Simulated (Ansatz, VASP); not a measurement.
**W in VASP and in Ansatz**

```
CELL_PARAMETERS angstrom
-1.46952 1.46952 1.59730
1.46952 -1.46952 1.59730
1.46952 1.46952 -1.59730
ATOMIC_POSITIONS crystal
W 0.00000 0.00000 0.00000
```

Change from the starting cell: strain -0.080 along x and y, +0.000 along z, atoms carried along.

Alike in both runs: task single point; functional r2SCAN; k mesh 14 × 14 × 14; occupations gaussian, width 0.15 eV; no spin polarisation.

|  | VASP | Ansatz |
| --- | --- | --- |
| version | VASP 6.6.1 | Ansatz 0.2.0 |
| potentials or method | VASP PAW PBE potentials, release 64 (W_sv) | scalar-relativistic, plane waves, PAW |
| plane-wave cutoff (eV) | 520 | 500 |
| valence electrons in the cell | 14 | 14 |

Ansatz gave:

* gap on the k mesh at the Fermi level (eV): none
* pressure (GPa): 62.1
* largest component of the traceless stress (GPa): 23.74

Problem. Estimate VASP's values.

Solution. gap on the k mesh at the Fermi level (eV): none; pressure (GPa): 64.5; largest component of the traceless stress (GPa): 23.60.

A gap of «none» marks a metal or a gap that the smearing closes.

Caveats: the cell as given lies far from equilibrium; so large a pressure means that the cell lies far from this level's equilibrium, or that cutoff or potentials fall short (VASP); the potentials were made for another functional, which shifts forces and pressure (VASP). Spin-orbit coupling is left out, which matters for the levels of W.
